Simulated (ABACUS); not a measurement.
Crystal: Pd.

```xyz
1
Lattice="0.0000 1.9465 1.9465 1.9465 0.0000 1.9465 1.9465 1.9465 0.0000" Properties=species:S:1:pos:R:3 pbc="T T T"
Pd    0.0000    0.0000    0.0000
```

Program: ABACUS 3.10.1. Alike in all runs: task single point; no spin polarisation; cell as given; smearing fermi-dirac 0.05 eV. Hardware: 4 MPI ranks on Intel(R) Xeon(R) Platinum 8488C (Sapphire Rapids), on a shared host.

Q: Order these runs on this cell by their wall time, lowest first.
A. level RPBE; potentials or basis SSSP 1.3 efficiency PBE, plane waves; k mesh 10 × 10 × 10; cutoff (eV) 748; SCF threshold on the density 1e-08; eigensolver dav
B. level revPBE; potentials or basis SG15 ONCV 1.2 PBE, plane waves; k mesh 10 × 10 × 10; cutoff (eV) 1116; SCF threshold on the density 1e-08; eigensolver dav
C. level SCAN; potentials or basis SG15 ONCV 1.2 PBE, DZP LCAO (the cutoffs set its grid); k mesh 9 × 9 × 9; cutoff (eV) 1361; SCF threshold on the density 1e-07; eigensolver genelpa; orbital files Pd Pd_confined-atom_7au_2s2p2d1f.orb

A: A (2.4 s), B (7 s), C (21 s).

Caveats: the atomic orbitals were generated for these runs and aren't a published set (some runs).

Not every run made on this cell is shown here.
